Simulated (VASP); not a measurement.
Wanted: the native input for a VASP 6.6.1 run.

* Task: relaxation of cell and atoms
* Functional: PBE
* Dispersion: D3(BJ)
* Potentials or basis: VASP PAW PBE potentials, release 64 (Hf_pv, S)
* Cutoff: 600 eV
* k mesh: 9 × 9 × 5
* Occupations: gaussian, width 0.03 eV
* Spin: no spin polarisation
* Further INCAR settings: ALGO = Normal; EDIFF = 1e-07; IBRION = 2; EDIFFG = -0.005; NSW = 90; ISIF = 3

The structure of HfS2 lies in POSCAR:

```
HfS2                                    
1.0
    3.5968392033      0.0000000000      0.0000000000
   -1.7984196017      3.1149541223      0.0000000000
   -0.0000000000      0.0000000000      5.7700006367
  Hf              S             
     1     2
Direct
     0.0000000000000000    0.0000000000000000    0.0000000000000000
     0.6666666699999979    0.3333333300000021    0.7478435769982839
     0.3333333300000021    0.6666666699999979    0.2521564230017162
```

The cell is a database's computed one.

One way to write it, as run:

INCAR

```
SYSTEM = HfS2
PREC = Accurate ; ENCUT = 600
EDIFF = 1E-7 ; ISMEAR = 0
SIGMA = 0.03 ; LREAL = .FALSE.
LASPH = .TRUE. ; NELM = 80
ALGO = Normal ; ISIF = 3
LWAVE = .FALSE. ; LCHARG = .FALSE.
GGA = PE ; IVDW = 12
IBRION = 2 ; NSW = 90
EDIFFG = -0.005
```

KPOINTS

```
Automatic mesh
0
G
  9 9 5
  0 0 0
```

Potentials or basis: VASP PAW PBE potentials, release 64 (Hf_pv, S).

Command:

```console
$ cat potpaw_PBE.64/Hf_pv/POTCAR potpaw_PBE.64/S/POTCAR > POTCAR
$ mpirun -np 1 vasp_std > vasp.out
```

It gave:

```
Relaxed volume                         : 21.56 Å³/atom
Relaxed cell                           : a = 3.599 Å, b = 3.599 Å, c = 5.765 Å, α = 90.00°, β = 90.00°, γ = 120.00°
Space group after relaxing (to 0.05 Å) : P-3m1 (No. 164)
Energy gained by relaxing              : 0.0 meV/atom
Ionic steps                            : 4
Pressure after relaxing                : 0.0 GPa
Largest force after relaxing           : 0.003 eV/Å
Band gap on the k mesh                 : 0.91 eV, indirect (least direct gap 1.86 eV)
Dispersion energy per atom             : -0.342 eV
```

Caveat: spin-orbit coupling is left out, which moves the levels of the heavy elements; an odd mesh through Γ misses points on the zone boundary, where band edges often lie.

It took 100 s on 1 thread of Intel(R) Xeon(R) Platinum 8488C (Sapphire Rapids), on a shared host, peak memory 0.25 GiB.
